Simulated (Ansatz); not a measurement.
# AlN: the crystal squeezed far

Aim: compress AlN (wurtzite type) step by step, far beyond the usual range, and follow pressure and electronic structure. The runs shown use PAW.

Method: DFT, PBE, PAW with Ansatz's default frozen-core files, scalar-relativistic, in Ansatz 0.2.0.

### Step 1. Starting point

It takes space group P6_3mc (No. 186, hexagonal). Conventional cell: a = 3.049 Å, b = 3.049 Å, c = 4.969 Å, α = 90.00°, β = 90.00°, γ = 120.00°. Al (site symmetry 3m) is surrounded by 4 N at 1.86 to 1.87 Å. N (site symmetry 3m) is surrounded by 4 Al at 1.86 to 1.87 Å.

Structure file:

```cif
data_structure
_symmetry_space_group_name_H-M 'P6_3mc'
_symmetry_Int_Tables_number 186
_cell_length_a 3.0487
_cell_length_b 3.0487
_cell_length_c 4.9694
_cell_angle_alpha 90.000
_cell_angle_beta 90.000
_cell_angle_gamma 120.000
_cell_volume 40.00
loop_
_atom_site_label
_atom_site_type_symbol
_atom_site_symmetry_multiplicity
_atom_site_Wyckoff_symbol
_atom_site_fract_x
_atom_site_fract_y
_atom_site_fract_z
_atom_site_occupancy
Al1 Al 2 b 0.33333 0.66667 0.00000 1
N1 N 2 b 0.33333 0.66667 0.37600 1
```

The file gives the conventional cell by its symmetry; the runs use the cell typed in the input.

Whether this phase is the stable one at these pressures isn't tested.

Atoms are numbered in the order of the input: Al1, Al2, N3, N4.

### Step 2. Cell relaxed at zero pressure, PAW

Contents of input.yaml:

```yaml
crystal:
  lattice:
    - [3.0486945782, 0.0, 0.0]
    - [-1.5243472891, 2.6402469531, 0.0]
    - [0.0, 0.0, 4.9693721624]
  atoms:
    - { symbol: Al, position: [0.3333333333, 0.6666666667, 0.0] }
    - { symbol: Al, position: [0.6666666667, 0.3333333333, 0.5] }
    - { symbol: "N", position: [0.3333333333, 0.6666666667, 0.376] }
    - { symbol: "N", position: [0.6666666667, 0.3333333333, 0.876] }
kpoints:
  mp_grid: { grid: [13, 13, 7] }
scf:
  occupations: { method: fermi_dirac, width: 0.05 }
hamiltonian:
  xc: pbe
  pseudopotentials: { kind: paw }
output:
  forces: true
  stress: true
  write_density: true
  write_potential: true
  elf: true
  volumetric_format: npy
relax:
  f_tol: 0.005
  max_steps: 40
  cell: {}
```

The run is started by

```bash
ansatz run input.yaml --threads 1 --pin off --max-ram 3072MiB --backend cpu --events-out ev --progress --plain --runs-dir out
```

After this run come: Volume scaled by 1, PAW; Shape and atoms relaxed at 0.94 of the volume, PAW; Volume scaled by 0.94, PAW; Shape and atoms relaxed at 0.88 of the volume, PAW; Volume scaled by 0.88, PAW; Shape and atoms relaxed at 0.8 of the volume, PAW; Volume scaled by 0.8, PAW; Shape and atoms relaxed at 0.72 of the volume, PAW; Volume scaled by 0.72, PAW; Shape and atoms relaxed at 0.64 of the volume, PAW; Volume scaled by 0.64, PAW; Shape and atoms relaxed at 0.55 of the volume, PAW; Volume scaled by 0.55, PAW; Volume scaled by 0.55, PAW (partial_waves polarizable).

**Question.** What will these runs give? Wanted: PAW pressure at 0.55 of the volume; PAW; fitted bulk modulus at zero pressure.

The runs gave:

| quantity | value |
| --- | --- |
| PAW pressure at 0.55 of the volume | 298.7 GPa |
| PAW (partial_waves polarizable) pressure at 0.55 of the volume | 298.7 GPa |
| fitted bulk modulus at zero pressure (PAW) | 160 GPa |
| its pressure derivative | 3.67 |

What this shows: At 0.55 of the starting volume PAW gives 299 GPa. A third-order Birch-Murnaghan curve fits the range only roughly (B₀ = 160 GPa, B′ = 3.67, misfit at most 10.80 GPa). A fit over so wide a range leans to the high pressures, so B₀ can be off by several per cent. The gap goes from 4.03 to 4.09 eV. No all-electron run checks these rows here, and frozen cores can fail under such compression. The ions are at rest, and the electrons smeared by 0.05 eV.

These are semilocal Kohn-Sham gaps, which aren't the measured quantity. Such gaps usually fall short of the measured ones.
